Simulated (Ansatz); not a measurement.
**Pt under changes of volume**

One of the cells (15.080 Å³/atom); the others are scaled copies at fixed shape and fractional positions:

```
CELL_PARAMETERS angstrom
0.00000 1.96090 1.96090
1.96090 0.00000 1.96090
1.96090 1.96090 0.00000
ATOMIC_POSITIONS crystal
Pt 0.00000 0.00000 0.00000
```

| Item | Value |
| --- | --- |
| Program | Ansatz 0.2.0 |
| Functional | PBEsol |
| Potentials or basis | all-electron LAPW, scalar-relativistic |
| Cutoff | 290 eV (chosen from the basis error) |
| Basis error allowed | 0.0005 eV/atom |
| k mesh | 12 × 12 × 12 |
| Occupations | fermi-dirac, width 0.05 eV |
| Spin | no spin polarisation |

```tsv
volume (Å³/atom)	energy over the lowest point (meV/atom)	pressure (GPa)
14.175	50.47	20.0
14.477	20.51	12.2
14.778	4.22	5.4
15.080	0.00	-0.6
15.381	?	?
15.683	22.31	-10.6
15.985	46.45	-14.8
```

Question: What does the run at 15.381 Å³/atom give?

Answer: Energy over the lowest point 6.45 meV/atom; pressure -6.0 GPa.

Worked out: A Birch-Murnaghan fit of order 3 (a polynomial in V^(-2/3)) to the other rows has its minimum at 15.04 Å³/atom with B0 = V·E''(V) = 286 GPa and B' = 5.2. It gives 6.44 meV/atom at 15.381 Å³/atom, against the run's 6.45, and -dE/dV = -6.0 GPa, against -6.0.

Energies are extrapolated to zero smearing.
